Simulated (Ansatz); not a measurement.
# Nickel, simple cubic under PBEsol: structure, energy and stiffness, part 1 of 2

The plan for nickel in the simple cubic structure: relax it, solve it on a dense k-mesh, then scale the cell to 7 volumes from 88 to 112 % of the relaxed one and try a fit of the equation of state. The start is ferromagnetic. The k-meshes are 14×14×14 for the relaxation; 22×22×22 for the dense run; 15×15×15 for the volumes.

This is Ni in the simple cubic structure; at room conditions it is fcc.

Method: DFT PBEsol, plane waves (420 eV) with PAW, scalar-relativistic; PAW files made under PBE, frozen cores solved again for the functional, in Ansatz 0.2.0.

### 1 Starting point

The structure is cubic, space group Pm-3m (No. 221). Conventional cell: a = 2.278 Å, b = 2.278 Å, c = 2.278 Å, α = 90.00°, β = 90.00°, γ = 90.00°. Ni (site symmetry m-3m) is surrounded by 6 Ni at 2.28 Å.

As a file:

```cif
data_structure
_symmetry_space_group_name_H-M 'Pm-3m'
_symmetry_Int_Tables_number 221
_cell_length_a 2.2776
_cell_length_b 2.2776
_cell_length_c 2.2776
_cell_angle_alpha 90.000
_cell_angle_beta 90.000
_cell_angle_gamma 90.000
_cell_volume 11.81
loop_
_atom_site_label
_atom_site_type_symbol
_atom_site_symmetry_multiplicity
_atom_site_Wyckoff_symbol
_atom_site_fract_x
_atom_site_fract_y
_atom_site_fract_z
_atom_site_occupancy
Ni1 Ni 1 a 0.00000 0.00000 0.00000 1
```

Starting moments (μB): +0.8.

### 2 Geometry optimisation

input.yaml

```yaml
crystal:
  lattice:
    - [2.2775907947, 0.0, 0.0]
    - [0.0, 2.2775907947, 0.0]
    - [0.0, 0.0, 2.2775907947]
  atoms:
    - { symbol: Ni, position: [0.0, 0.0, 0.0], spin: 0.8 }
hamiltonian:
  xc: pbesol
  pseudopotentials:
    kind: paw
    azcp:
      Ni: "pseudopotentials/Ni.paw.azcp"
basis:
  ecutwfc: 420
  fft_grid_basis: typed
kpoints:
  mp_grid: { grid: [14, 14, 14], shift: [0, 0, 0] }
magnetization:
  spin_polarized: true
scf:
  occupations: { method: fermi_dirac, width: 0.05 }
relax:
  max_steps: 60
  f_tol: 0.01
  cell: {}
```

Log:

```text
Warning: <dir> the record states the generating functional pbe (its physics header spells it `PBE`), which answers neither for hamiltonian.xc's functional nor for the pbesol family's — results may be inconsistent (PPs are generated against a specific XC)
Warning: RAYON_NUM_THREADS=2 ignored (pool sized by the plan → 2); use --threads N
Engine: ansatz 0.2.0, aarch64-unknown-linux-gnu
Pseudopotentials: kind: paw
Pseudopotential: Ni, paw, valence charge 18, recommended cutoff 420 eV (normal), <dir>
Functional definition: PBEsol
  exchange = pbesol_x
  correlation = pbesol_c
Crystal: 1 atoms, lattice volume = 11.815 Å³
Basis set: ecut = 420 eV, 251 PW (Γ), exchange–correlation on 32×32×32 points (8 copies of the dense FFT grid, shifted against one another)
Bands: 14, of which v1, the nominal top of the filled ones, is band 9 counted from 1 (8 counted from 0)
Symmetry: 48 space group operations
Space group: Pm-3m (ITA 221), of the structure as read, at distance tolerance 2.3e-5 Å
Magnetic group: BNS 221.92 (UNI 1594), of the structure as read, at distance tolerance 2.3e-5 Å
k-points: 120 of 2744
Non-local potential: Ni, projectors of the file, l = 0: 3, l = 1: 2, l = 2: 3, l = 3: 1
PAW form: soft (Blöchl's): semilocal exchange-correlation on the pseudo side does not see the compensation charge
PAW frozen core: Ni, regenerated for the run's functional, and the local potential with it (the file was generated under x = pbe(κ = 0.804, μ = 0.2195149727645171), c = pbe(β = 0.06672455060314922))
PAW one-centre angular grid: Ni, 590 points (default); XC on 64 Gauss nodes
Initial density: superposition of atomic densities (chi_scale 0.1, normalization cell)
Starting moments: Σ|m| = 0.8 μB on 1 of 1 site
Initial wavefunctions: pseudopotential atomic-orbital guess
Functional: x = pbesol(κ = 0.804, μ = 0.12345679012345678), c = pbesol(β = 0.046)
iter 1 solved again at ethr=2.70e-3 eV; its pass at ethr=3.10e-3 eV (dr2=4.85e-1 eV) is discarded
SCF iter   1: F=—  HF=-5803.223540 eV  |F-HF|=—  |Δ(HF+E_count)|=         —  Δρ=5.96e-2 (↑3.00e-2 ↓5.96e-2)  dr2=4.88e-1  dr2_m=4.08e-2  M=0.820 μB ∫|m|=0.834 μB  β_m=0.30  ethr=2.70e-3  ⟨swp⟩=1.0  Hψ=22653  notcnv=0
Mixer restart at iter 1: flushing history
preconditioner: auto → none  [metal: Δε(μ)=0.003 eV  Ē_g=15.483 eV  σ=0.050 eV  W_gap=0.01  n_scr=6 (ndim 8)  ℏωp=34.2 eV  f_vac=0.000  D(μ)=1.96/eV (n_scr^D=26)  sad-step TF]
SCF iter   2: F=—  HF=-5803.197256 eV  |F-HF|=—  |Δ(HF+E_count)|=   2.63e-2  Δρ=2.42e-2 (↑2.42e-2 ↓7.50e-3)  dr2=4.19e-2  dr2_m=1.02e-2  M=0.776 μB ∫|m|=0.799 μB  β_m=0.28  ethr=2.70e-3  ⟨swp⟩=2.5  Hψ=5418  notcnv=0
SCF iter   3: F=—  HF=-5803.480869 eV  |F-HF|=—  |Δ(HF+E_count)|=         —  Δρ=1.83e-2 (↑1.10e-2 ↓1.83e-2)  dr2=3.73e-2  dr2_m=6.20e-3  M=0.694 μB ∫|m|=0.716 μB  β_m=0.28  ethr=2.33e-4  ⟨swp⟩=2.7  Hψ=6807  notcnv=0  defer=24
Mixer restart at iter 3: flushing history
SCF iter   4: F=—  HF=-5803.746842 eV  |F-HF|=—  |Δ(HF+E_count)|=   2.66e-1  Δρ=1.40e-2 (↑6.54e-3 ↓1.40e-2)  dr2=1.50e-2  dr2_m=6.14e-3  M=0.681 μB ∫|m|=0.701 μB  β_m=0.59  ethr=2.07e-4  ⟨swp⟩=2.3  Hψ=5622  notcnv=0  defer=30
SCF iter   5: F=—  HF=-5804.160362 eV  |F-HF|=—  |Δ(HF+E_count)|=   4.14e-1  Δρ=3.51e-2 (↑5.90e-3 ↓3.51e-2)  dr2=8.19e-2  dr2_m=3.76e-2  M=0.548 μB ∫|m|=0.575 μB  β_m=0.79  ethr=8.32e-5  ⟨swp⟩=2.2  Hψ=6373  notcnv=0  defer=69  recentre
SCF iter   6: F=—  HF=-5804.176626 eV  |F-HF|=—  |Δ(HF+E_count)|=   1.63e-2  Δρ=4.19e-2 (↑6.96e-3 ↓4.19e-2)  dr2=1.37e-1  dr2_m=4.44e-2  M=0.541 μB ∫|m|=0.567 μB  β_m=0.48  ethr=8.32e-5  ⟨swp⟩=2.0  Hψ=4816  notcnv=0  defer=84
SCF iter   7: F=—  HF=-5804.080083 eV  |F-HF|=—  |Δ(HF+E_count)|=   9.65e-2  Δρ=1.31e-2 (↑1.14e-2 ↓1.31e-2)  dr2=3.96e-2  dr2_m=3.14e-4  M=0.567 μB ∫|m|=0.590 μB  β_m=0.45  ethr=8.32e-5  ⟨swp⟩=1.8  Hψ=4052  notcnv=0  defer=78
SCF iter   8: F=—  HF=-5804.197162 eV  |F-HF|=—  |Δ(HF+E_count)|=   1.17e-1  Δρ=4.59e-3 (↑3.30e-3 ↓4.59e-3)  dr2=1.32e-4  dr2_m=1.66e-3  M=0.512 μB ∫|m|=0.538 μB  β_m=0.82  ethr=8.32e-5  ⟨swp⟩=2.7  Hψ=6917  notcnv=0  defer=86
SCF iter   9: F=—  HF=-5804.206254 eV  |F-HF|=—  |Δ(HF+E_count)|=   9.09e-3  Δρ=2.27e-3 (↑2.27e-3 ↓1.45e-3)  dr2=5.67e-5  dr2_m=3.72e-4  M=0.498 μB ∫|m|=0.524 μB  β_m=0.91  ethr=7.32e-7  ⟨swp⟩=2.1  Hψ=7375  notcnv=0  defer=90
SCF iter  10: F=—  HF=-5804.206271 eV  |F-HF|=—  |Δ(HF+E_count)|=   1.69e-5  Δρ=6.63e-4 (↑5.22e-4 ↓6.63e-4)  dr2=1.38e-6  dr2_m=3.78e-5  M=0.499 μB ∫|m|=0.526 μB  β_m=0.91  ethr=3.15e-7  ⟨swp⟩=1.5  Hψ=3899  notcnv=0  defer=94
SCF iter  11: F=—  HF=-5804.206268 eV  |F-HF|=—  |Δ(HF+E_count)|=   2.90e-6  Δρ=8.31e-5 (↑1.69e-5 ↓8.31e-5)  dr2=3.50e-7  dr2_m=2.55e-7  M=0.499 μB ∫|m|=0.526 μB  β_m=0.91  ethr=7.67e-9  ⟨swp⟩=2.1  Hψ=4547  notcnv=0  defer=94
SCF iter  12: F=—  HF=-5804.206268 eV  |F-HF|=—  |Δ(HF+E_count)|=   4.73e-8  Δρ=2.43e-5 (↑4.82e-6 ↓2.43e-5)  dr2=2.99e-8  dr2_m=2.19e-8  M=0.499 μB ∫|m|=0.526 μB  β_m=0.96  ethr=1.94e-9  ⟨swp⟩=1.6  Hψ=3815  notcnv=0  defer=94
SCF iter  13: F=—  HF=-5804.206268 eV  |F-HF|=—  |Δ(HF+E_count)|=   2.74e-9  Δρ=1.10e-6 (↑1.10e-6 ↓2.19e-7)  dr2=7.31e-11  dr2_m=4.05e-11  M=0.499 μB ∫|m|=0.526 μB  β_m=0.98  ethr=1.66e-10  ⟨swp⟩=1.8  Hψ=4166  notcnv=0  defer=94
SCF iter  14: F=-5804.206268 eV  HF=-5804.206268 eV  |F-HF|=6.46e-11  |Δ(HF+E_count)|=  3.27e-11  Δρ=9.46e-7 (↑1.85e-7 ↓9.46e-7)  dr2=9.03e-11  dr2_m=1.81e-11  M=0.499 μB ∫|m|=0.526 μB  ethr=1.00e-12  ⟨swp⟩=1.3  Hψ=9574  notcnv=0
SCF 1 converged in 14 iterations: F = -5804.206268 eV  dr2 = 9.03e-11
relax step   1: F+E_penalty+E_count = -5804.20626793 eV  Δ(F+E_penalty+E_count) = +0.000e0 eV  max|allowed force component| = 0.000e0 eV/Å  Δτ_max = 0.0000 Å  P = +2.496 GPa  Ω = 11.815 Å³  (14 SCF iters, dr2 threshold 1.00e-7 eV, accepted)
Crystal: 1 atoms, lattice volume = 11.896 Å³
Initial density: handed on by an earlier stage of this run
Starting moments: Σ|m| = 0.8 μB on 1 of 1 site; this step starts from the density that it was given
Initial wavefunctions: those handed on with the density
iter 1 solved again at ethr=1.58e-6 eV; its pass at ethr=3.10e-3 eV (dr2=2.85e-4 eV) is discarded
SCF iter   1: F=—  HF=-5804.207186 eV  |F-HF|=—  |Δ(HF+E_count)|=         —  Δρ=9.78e-4 (↑9.78e-4 ↓8.55e-4)  dr2=2.29e-4  dr2_m=1.91e-6  M=0.498 μB ∫|m|=0.526 μB  β_m=0.65  ethr=1.58e-6  ⟨swp⟩=2.1  Hψ=20419  notcnv=0
preconditioner: auto → none  [metal: Δε(μ)=0.003 eV  Ē_g=16.186 eV  σ=0.050 eV  W_gap=0.02  n_scr=0 (ndim 8)  ℏωp=34.0 eV  f_vac=0.000  D(μ)=1.65/eV (n_scr^D=26)]
SCF iter   2: F=—  HF=-5804.207320 eV  |F-HF|=—  |Δ(HF+E_count)|=   1.34e-4  Δρ=1.73e-3 (↑1.40e-3 ↓1.73e-3)  dr2=6.21e-4  dr2_m=4.02e-6  M=0.500 μB ∫|m|=0.527 μB  β_m=0.27  ethr=1.27e-6  ⟨swp⟩=2.2  Hψ=5493  notcnv=0  recentre
SCF iter   3: F=—  HF=-5804.207125 eV  |F-HF|=—  |Δ(HF+E_count)|=   1.95e-4  Δρ=1.73e-4 (↑1.73e-4 ↓1.44e-4)  dr2=6.20e-7  dr2_m=2.34e-6  M=0.499 μB ∫|m|=0.527 μB  β_m=0.54  ethr=1.27e-6  ⟨swp⟩=2.3  Hψ=4893  notcnv=0
SCF iter   4: F=—  HF=-5804.207167 eV  |F-HF|=—  |Δ(HF+E_count)|=   4.24e-5  Δρ=2.34e-4 (↑5.82e-5 ↓2.34e-4)  dr2=3.14e-6  dr2_m=2.10e-6  M=0.500 μB ∫|m|=0.527 μB  β_m=0.54  ethr=3.45e-9  ⟨swp⟩=2.1  Hψ=5625  notcnv=0
SCF iter   5: F=—  HF=-5804.207192 eV  |F-HF|=—  |Δ(HF+E_count)|=   2.46e-5  Δρ=1.35e-4 (↑4.26e-5 ↓1.35e-4)  dr2=1.89e-6  dr2_m=2.70e-7  M=0.502 μB ∫|m|=0.529 μB  β_m=0.77  ethr=3.45e-9  ⟨swp⟩=2.0  Hψ=5607  notcnv=0
SCF iter   6: F=—  HF=-5804.207191 eV  |F-HF|=—  |Δ(HF+E_count)|=   1.23e-6  Δρ=4.75e-5 (↑3.16e-5 ↓4.75e-5)  dr2=4.48e-7  dr2_m=1.41e-8  M=0.502 μB ∫|m|=0.529 μB  β_m=0.89  ethr=3.45e-9  ⟨swp⟩=2.0  Hψ=5592  notcnv=0
SCF iter   7: F=—  HF=-5804.207191 eV  |F-HF|=—  |Δ(HF+E_count)|=   7.20e-7  Δρ=2.61e-5 (↑1.06e-5 ↓2.61e-5)  dr2=9.50e-8  dr2_m=8.11e-9  M=0.502 μB ∫|m|=0.529 μB  β_m=0.94  ethr=2.49e-9  ⟨swp⟩=2.0  Hψ=4337  notcnv=0
SCF iter   8: F=-5804.207191 eV  HF=-5804.207191 eV  |F-HF|=1.40e-9  |Δ(HF+E_count)|=   1.14e-7  Δρ=3.44e-6 (↑1.54e-6 ↓3.44e-6)  dr2=1.82e-9  dr2_m=1.21e-10  M=0.502 μB ∫|m|=0.529 μB  ethr=5.28e-10  ⟨swp⟩=2.9  Hψ=11876  notcnv=0
SCF 2 converged in 8 iterations: F = -5804.207191 eV  dr2 = 1.82e-9
relax step   2: F+E_penalty+E_count = -5804.20719146 eV  Δ(F+E_penalty+E_count) = -9.235e-4 eV  max|allowed force component| = 0.000e0 eV/Å  Δτ_max = 0.0000 Å  P = +1.283 GPa  Ω = 11.896 Å³  energy of the carried Pulay correction = -3.081e-5 eV  (8 SCF iters, dr2 threshold 1.00e-7 eV, accepted)
Crystal: 1 atoms, lattice volume = 11.983 Å³
iter 1 solved again at ethr=1.87e-6 eV; its pass at ethr=3.10e-3 eV (dr2=3.36e-4 eV) is discarded
SCF iter   1: F=—  HF=-5804.207510 eV  |F-HF|=—  |Δ(HF+E_count)|=         —  Δρ=1.05e-3 (↑1.05e-3 ↓8.86e-4)  dr2=2.56e-4  dr2_m=2.45e-6  M=0.501 μB ∫|m|=0.529 μB  β_m=0.65  ethr=1.87e-6  ⟨swp⟩=2.1  Hψ=20440  notcnv=0
preconditioner: auto → none  [metal: Δε(μ)=0.005 eV  Ē_g=16.119 eV  σ=0.050 eV  W_gap=0.03  n_scr=0 (ndim 8)  ℏωp=33.9 eV  f_vac=0.000  D(μ)=1.67/eV (n_scr^D=26)]
SCF iter   2: F=—  HF=-5804.207658 eV  |F-HF|=—  |Δ(HF+E_count)|=   1.49e-4  Δρ=1.82e-3 (↑1.46e-3 ↓1.82e-3)  dr2=6.92e-4  dr2_m=4.64e-6  M=0.503 μB ∫|m|=0.531 μB  β_m=0.27  ethr=1.42e-6  ⟨swp⟩=2.2  Hψ=5583  notcnv=0  recentre
SCF iter   3: F=—  HF=-5804.207441 eV  |F-HF|=—  |Δ(HF+E_count)|=   2.17e-4  Δρ=1.92e-4 (↑1.92e-4 ↓1.61e-4)  dr2=7.10e-7  dr2_m=2.98e-6  M=0.502 μB ∫|m|=0.530 μB  β_m=0.56  ethr=1.42e-6  ⟨swp⟩=2.3  Hψ=4916  notcnv=0
SCF iter   4: F=—  HF=-5804.207488 eV  |F-HF|=—  |Δ(HF+E_count)|=   4.73e-5  Δρ=2.54e-4 (↑6.40e-5 ↓2.54e-4)  dr2=3.64e-6  dr2_m=2.52e-6  M=0.503 μB ∫|m|=0.531 μB  β_m=0.54  ethr=3.94e-9  ⟨swp⟩=2.0  Hψ=5604  notcnv=0
SCF iter   5: F=—  HF=-5804.207514 eV  |F-HF|=—  |Δ(HF+E_count)|=   2.54e-5  Δρ=1.36e-4 (↑4.32e-5 ↓1.36e-4)  dr2=1.93e-6  dr2_m=2.74e-7  M=0.505 μB ∫|m|=0.533 μB  β_m=0.78  ethr=3.94e-9  ⟨swp⟩=2.0  Hψ=5601  notcnv=0
SCF iter   6: F=—  HF=-5804.207513 eV  |F-HF|=—  |Δ(HF+E_count)|=   9.90e-7  Δρ=4.16e-5 (↑2.88e-5 ↓4.16e-5)  dr2=3.60e-7  dr2_m=1.05e-8  M=0.505 μB ∫|m|=0.533 μB  β_m=0.89  ethr=3.94e-9  ⟨swp⟩=2.0  Hψ=5577  notcnv=0
SCF iter   7: F=—  HF=-5804.207513 eV  |F-HF|=—  |Δ(HF+E_count)|=   5.45e-7  Δρ=2.46e-5 (↑9.08e-6 ↓2.46e-5)  dr2=8.04e-8  dr2_m=8.09e-9  M=0.505 μB ∫|m|=0.533 μB  β_m=0.93  ethr=2.00e-9  ⟨swp⟩=2.0  Hψ=4322  notcnv=0
SCF iter   8: F=-5804.207514 eV  HF=-5804.207514 eV  |F-HF|=8.84e-10  |Δ(HF+E_count)|=   9.19e-8  Δρ=2.79e-6 (↑1.14e-6 ↓2.79e-6)  dr2=1.14e-9  dr2_m=9.15e-11  M=0.505 μB ∫|m|=0.533 μB  ethr=4.46e-10  ⟨swp⟩=2.9  Hψ=11698  notcnv=0
SCF 3 converged in 8 iterations: F = -5804.207514 eV  dr2 = 1.14e-9
relax step   3: F+E_penalty+E_count = -5804.20751352 eV  Δ(F+E_penalty+E_count) = -3.221e-4 eV  max|allowed force component| = 0.000e0 eV/Å  Δτ_max = 0.0000 Å  P = +0.034 GPa  Ω = 11.983 Å³  energy of the carried Pulay correction = -6.363e-5 eV  (8 SCF iters, dr2 threshold 1.00e-7 eV, accepted)
Initial wavefunctions: pseudopotential atomic-orbital guess (no wavefunctions were taken with the density)
iter 1 solved again at ethr=1.62e-7 eV; its pass at ethr=3.10e-3 eV (dr2=2.91e-5 eV) is discarded
SCF iter   1: F=—  HF=-5804.207560 eV  |F-HF|=—  |Δ(HF+E_count)|=         —  Δρ=2.23e-4 (↑2.07e-4 ↓2.23e-4)  dr2=4.66e-7  dr2_m=7.09e-9  M=0.505 μB ∫|m|=0.533 μB  β_m=0.65  ethr=1.62e-7  ⟨swp⟩=2.9  Hψ=25888  notcnv=0
preconditioner: auto → none  [metal: Δε(μ)=0.001 eV  Ē_g=16.096 eV  σ=0.050 eV  W_gap=0.01  n_scr=0 (ndim 8)  ℏωp=33.9 eV  f_vac=0.000  D(μ)=1.67/eV (n_scr^D=26)]
SCF iter   2: F=—  HF=-5804.207577 eV  |F-HF|=—  |Δ(HF+E_count)|=   1.69e-5  Δρ=7.84e-5 (↑7.30e-5 ↓7.84e-5)  dr2=7.34e-8  dr2_m=9.63e-10  M=0.505 μB ∫|m|=0.533 μB  β_m=0.64  ethr=2.59e-9  ⟨swp⟩=1.8  Hψ=4359  notcnv=0
SCF iter   3: F=—  HF=-5804.207579 eV  |F-HF|=—  |Δ(HF+E_count)|=   2.51e-6  Δρ=2.15e-5 (↑2.12e-5 ↓2.15e-5)  dr2=1.09e-7  dr2_m=1.00e-11  M=0.505 μB ∫|m|=0.533 μB  β_m=0.44  ethr=4.08e-10  ⟨swp⟩=2.4  Hψ=5079  notcnv=0
SCF iter   4: F=—  HF=-5804.207579 eV  |F-HF|=—  |Δ(HF+E_count)|=   2.38e-8  Δρ=1.59e-6 (↑1.59e-6 ↓1.48e-6)  dr2=1.34e-10  dr2_m=2.69e-11  M=0.505 μB ∫|m|=0.533 μB  β_m=0.54  ethr=4.08e-10  ⟨swp⟩=2.1  Hψ=4452  notcnv=0
SCF iter   5: F=—  HF=-5804.207572 eV  |F-HF|=—  |Δ(HF+E_count)|=   7.75e-6  Δρ=8.07e-7 (↑6.96e-7 ↓8.07e-7)  dr2=1.35e-10  dr2_m=5.64e-13  M=0.505 μB ∫|m|=0.533 μB  β_m=0.67  ethr=1.00e-12  ⟨swp⟩=2.1  Hψ=5482  notcnv=0
SCF iter   6: F=—  HF=-5804.207572 eV  |F-HF|=—  |Δ(HF+E_count)|=  2.64e-11  Δρ=2.92e-7 (↑2.58e-7 ↓2.92e-7)  dr2=2.61e-13  dr2_m=7.70e-12  M=0.505 μB ∫|m|=0.533 μB  β_m=0.65  ethr=1.00e-12  ⟨swp⟩=1.2  Hψ=3503  notcnv=0
SCF iter   7: F=—  HF=-5804.207572 eV  |F-HF|=—  |Δ(HF+E_count)|=  1.82e-12  Δρ=2.79e-7 (↑4.70e-8 ↓2.79e-7)  dr2=5.58e-12  dr2_m=2.36e-12  M=0.505 μB ∫|m|=0.533 μB  β_m=0.83  ethr=1.00e-12  ⟨swp⟩=1.0  Hψ=3360  notcnv=0
SCF iter   8: F=-5804.207572 eV  HF=-5804.207572 eV  |F-HF|=4.55e-12  |Δ(HF+E_count)|=  1.09e-11  Δρ=2.42e-7 (↑3.99e-8 ↓2.42e-7)  dr2=4.97e-12  dr2_m=1.48e-12  M=0.505 μB ∫|m|=0.533 μB  ethr=1.00e-12  ⟨swp⟩=3.8  Hψ=12960  notcnv=0
SCF 4 converged in 8 iterations: F = -5804.207572 eV  dr2 = 4.97e-12
relax step   4: F+E_penalty+E_count = -5804.20757162 eV  Δ(F+E_penalty+E_count) = -5.810e-5 eV  max|allowed force component| = 0.000e0 eV/Å  Δτ_max = 0.0000 Å  P = +0.029 GPa  Ω = 11.983 Å³  stress off target by 2.93e-2 GPa  SCF on the basis re-selected at this cell (its energy is not comparable with the rows above)  (8 SCF iters)
basis re-selected at this cell: Δ(F+E_penalty+E_count) = -5.810e-5 eV, ΔP = -0.005 GPa vs the last step (what re-selecting the basis moved, of the pressure what is left beyond the Pulay correction that the steps carried, after the strain that the cell walked since its last selection, with what the two solves' SCF thresholds leave and, on support functions, any second-order correction that the steps lacked; it is no measure of the basis error at this ecutwfc). This SCF's stress stands 2.93e-2 GPa from its target on what of the cell is left free (relax.cell.stress_tol is 5.00e-2 GPa) and its largest allowed force component is 0.00e0 eV/Å (relax.f_tol is 1.00e-2 eV/Å): within both
SCF converged after 8 iterations
Magnetization: 0.5051 μB (9.2526 up, 8.7474 down)
Absolute magnetization: 0.5329 μB (∫|ρ↑−ρ↓|, with the PAW one-centre terms)
Spin contamination: 0.0022 ħ² per cell (⟨S²⟩ above its minimum at these occupations)
Per-site moments (μB) at R_I (Å): [(0.5161035492531986, 0.9439417483062644)]
Free energy (F): -5804.207572 eV
Harris-Foulkes:  -5804.207572 eV  (|F-HF|=4.55e-12)
Internal energy: -5804.193278 eV  (E = F + TS)
E sigma→0 (E₀):  -5804.200425 eV
Entropy (-TS):   -0.014293 eV (-14.293 meV/atom)
Fermi energy:    15.880760 eV
--- Per-component energies (eV) ---
  E_band       = -320.926815
  E_kinetic    = 283.333425
  E_local      = -3699.943904  (includes V_loc(G=0)·N_el)
  E_nonlocal   = 639.406245
  E_hartree    = 1546.051604
  E_xc         = -83.778097
  E_vxc        = -108.405920  (∫ρ·V_xc dr)
  E_paw        = -1597.112998  (= ΣΔE_a)
  E_vpaw       = -527.420539  (= ΣTr[D̂ρ^β])
  E_aug_tail   = 0.000493  (compensation charges beyond the density's cutoff)
  E_ewald      = -2892.347335
  E_core_change = 0.197289  (= ΣΔE_core)
  E_smearing   = -0.014293  (= −TS)
  E_closure    = -0.000000  (closes the sum)
  Σ components = -5804.207572   (vs F -5804.207572, Δ=0.00e0)
--- Forces (eV/Å), atoms counted from 1 ---
  atom   1  Ni     0.00000000     0.00000000     0.00000000
  max |Σ_I F_I| component: 8.38e-33 eV/Å
--- Stress (GPa, compression-positive) ---
        0.029346       0.000000      -0.000000
        0.000000       0.029346       0.000000
       -0.000000       0.000000       0.029346
  P = ⅓ Tr σ = 0.0293 GPa (0.293 kbar)
--- Relaxed structure (3 steps of the walk, 3 accepted, 1 SCFs on fresh bases) ---
  F+E_penalty+E_count = -5804.20757162 eV   max|allowed force component| = 0.000e0 eV/Å   (the final SCF, on the basis selected at the relaxed cell)
  cell:  # Å, volume = 11.9829 Å³
    - [2.2883436322576105, -9.64218832834495e-35, 1.6049416203226965e-35]
    - [-9.64218832834495e-35, 2.2883436322576105, 8.024708101613482e-36]
    - [1.6049416203226965e-35, 8.024708101613482e-36, 2.2883436322576105]
  atoms:
    - { symbol: Ni, position: [0.0, 0.0, 0.0] }
```

Wall time 7.4 s (2 threads of Arm Neoverse V1, shared host); peak memory 0.28 GiB.

The steps of the relaxation:

```tsv
step	energy change (meV/atom)	largest force (eV/Å)	pressure (GPa)	volume (Å³/atom)
1	0.00	0.0000	2.50	11.815
2	-0.92	0.0000	1.28	11.896
3	-1.25	0.0000	0.03	11.983
4	-1.30	0.0000	0.03	11.983
```

Steps that repeat a cell are solved on a basis chosen anew, so their changes of energy are no gain of the relaxation.

Changes in the cell that was computed:

|  | before | after | change |
| --- | --- | --- | --- |
| a (Å) | 2.278 | 2.288 | +0.5 % |
| b (Å) | 2.278 | 2.288 | +0.5 % |
| c (Å) | 2.278 | 2.288 | +0.5 % |
| volume (Å³/atom) | 11.815 | 11.983 | +1.4 % |
| shortest distance (Å) | 2.278 | 2.288 | +0.5 % |
| space group (spins left aside) | Pm-3m | Pm-3m | same |

### 3 The energy on a finer k-mesh

input.yaml

```yaml
crystal:
  lattice:
    - [2.2883436323, 0.0, 0.0]
    - [0.0, 2.2883436323, 0.0]
    - [0.0, 0.0, 2.2883436323]
  atoms:
    - { symbol: Ni, position: [0.0, 0.0, 0.0], spin: 0.516 }
hamiltonian:
  xc: pbesol
  pseudopotentials:
    kind: paw
    azcp:
      Ni: "pseudopotentials/Ni.paw.azcp"
basis:
  ecutwfc: 420
  fft_grid_basis: typed
kpoints:
  mp_grid: { grid: [22, 22, 22], shift: [0, 0, 0] }
magnetization:
  spin_polarized: true
scf:
  occupations: { method: fermi_dirac, width: 0.05 }
```

Log, cut to the lines that bear on the results:

```text
Warning: <dir> the record states the generating functional pbe (its physics header spells it `PBE`), which answers neither for hamiltonian.xc's functional nor for the pbesol family's — results may be inconsistent (PPs are generated against a specific XC)
Warning: RAYON_NUM_THREADS=2 ignored (pool sized by the plan → 2); use --threads N
[...]
[... 3 set-up lines as earlier in the session ...]
[...]
Crystal: 1 atoms, lattice volume = 11.983 Å³
Basis set: ecut = 420 eV, 251 PW (Γ)
Bands: 14, of which v1, the nominal top of the filled ones, is band 9 counted from 1 (8 counted from 0)
[... 2 set-up lines as earlier in the session ...]
Magnetic group: BNS 221.92 (UNI 1594), of the structure as read, at distance tolerance 2.3e-5 Å
k-points: 364 of 10648
[...]
Starting moments: Σ|m| = 0.516 μB on 1 of 1 site
[...]
SCF iter   1: F=—  HF=-5803.252018 eV  |F-HF|=—  |Δ(HF+E_count)|=         —  Δρ=9.28e-2 (↑2.42e-2 ↓9.28e-2)  dr2=4.49e-1  dr2_m=3.22e-1  M=0.800 μB ∫|m|=0.817 μB  β_m=0.30  ethr=2.47e-3  ⟨swp⟩=1.0  Hψ=69188  notcnv=0
[...]
SCF iter  11: F=-5804.207288 eV  HF=-5804.207288 eV  |F-HF|=7.49e-10  |Δ(HF+E_count)|=  9.51e-10  Δρ=2.42e-6 (↑1.21e-6 ↓2.42e-6)  dr2=9.38e-10  dr2_m=5.02e-11  M=0.519 μB ∫|m|=0.545 μB  ethr=9.34e-12  ⟨swp⟩=1.2  Hψ=27531  notcnv=0
[...]
SCF converged after 11 iterations
Magnetization: 0.5187 μB (9.2594 up, 8.7406 down)
Absolute magnetization: 0.5450 μB (∫|ρ↑−ρ↓|, with the PAW one-centre terms)
Spin contamination: 0.0023 ħ² per cell (⟨S²⟩ above its minimum at these occupations)
Per-site moments (μB) at R_I (Å): [(0.5286145519220623, 0.94394174832375)]
Free energy (F): -5804.207288 eV
[...]
E sigma→0 (E₀):  -5804.199490 eV
Entropy (-TS):   -0.015597 eV (-15.597 meV/atom)
Fermi energy:    15.881777 eV
[...]
```

Run time: 6 s. Hardware: 2 threads of Arm Neoverse V1, shared host; peak memory 0.36 GiB.

(Continued in part 2 of 2.)
